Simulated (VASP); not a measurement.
# Settings for Al: self-consistent run

Al, Fm-3m (no. 225), 1 atom in the cell. M06-L; PAW potentials Al (PBE set). VASP 6.6.1.

Wanted: energy within 1 meV/atom.

What the run is for: comparing ways to reach the ground state; Accuracy asked: standard.

POSCAR:
```
Al
1.0
    0.0000000000      2.0248050000      2.0248050000
    2.0248050000      0.0000000000      2.0248050000
    2.0248050000      2.0248050000      0.0000000000
Al
1
Direct
    0.0000000000      0.0000000000      0.0000000000
```

## Way to the ground state (with a PBE run first, the time holds both)

| Way to the ground state (with a PBE run first, the time holds both) | Energy less reference (meV/atom) | Time (s) |
|---|---|---|
| PBE orbitals, then all bands at once (ALGO All, ISEARCH 1): 8 + 9 SCF iterations | 0.0 | 10 |
| plain run (ALGO Normal): 100 SCF iterations | no result | 58 |
| PBE orbitals, then ALGO Normal: 8 + 9 SCF iterations | 0.0 | 7.8 |
| ALGO Fast: 87 SCF iterations | 24504.1 | 78 |
| all bands at once from scratch: 21 SCF iterations | 0.0 | 19 |
| PBE orbitals, then damped steps (TIME 0.2): 8 + 19 SCF iterations | 0.0 | 12 |
| PBE orbitals, then damped steps (TIME 0.5): 8 + 12 SCF iterations | 0.0 | 8.6 |
| linear mixing: 36 SCF iterations | 0.0 | 20 |
| slow linear mixing: 200 SCF iterations | no result | 126 |
| more empty bands: 27 SCF iterations | 0.0 | 45 |
| kinetic-energy density not mixed (LMIXTAU F): 36 SCF iterations | 27.5 | 20 |

Chosen: PBE orbitals, then ALGO Normal: 8 + 9 SCF iterations, the fastest of those that reach the lowest result within the tolerance.

## The input

INCAR.step1:
```
  ALGO = Normal
  EDIFF = 1E-5
  ENCUT = 440
  GGA = PE
  GGA_COMPAT = False
  ISIF = 2
  ISMEAR = 1
  LASPH = True
  LCHARG = True
  LREAL = False
  LWAVE = True
  NELM = 100
  PREC = Accurate
  SIGMA = 0.1
```

INCAR.step2:
```
  ALGO = Normal
  EDIFF = 1E-6
  ENCUT = 440
  GGA_COMPAT = False
  ISIF = 2
  ISMEAR = 1
  ISTART = 1
  LASPH = True
  LCHARG = False
  LMIXTAU = True
  LREAL = False
  LWAVE = False
  METAGGA = M06L
  NELM = 100
  PREC = Accurate
  SIGMA = 0.1
```

KPOINTS:
```
k-points
0
Gamma
  11 11 11
```

Commands (each step's output is kept before the next begins):
```
cat potpaw_PBE.64/Al/POTCAR > POTCAR
cp INCAR.step1 INCAR
mpirun -np 1 vasp_std > vasp.out
cp INCAR.step2 INCAR
mpirun -np 1 vasp_std > vasp.out
```

The chosen input took VASP 6.6.1 7.8 s on 1 core (Intel Xeon 6975P-C (Granite Rapids)), a shared host.
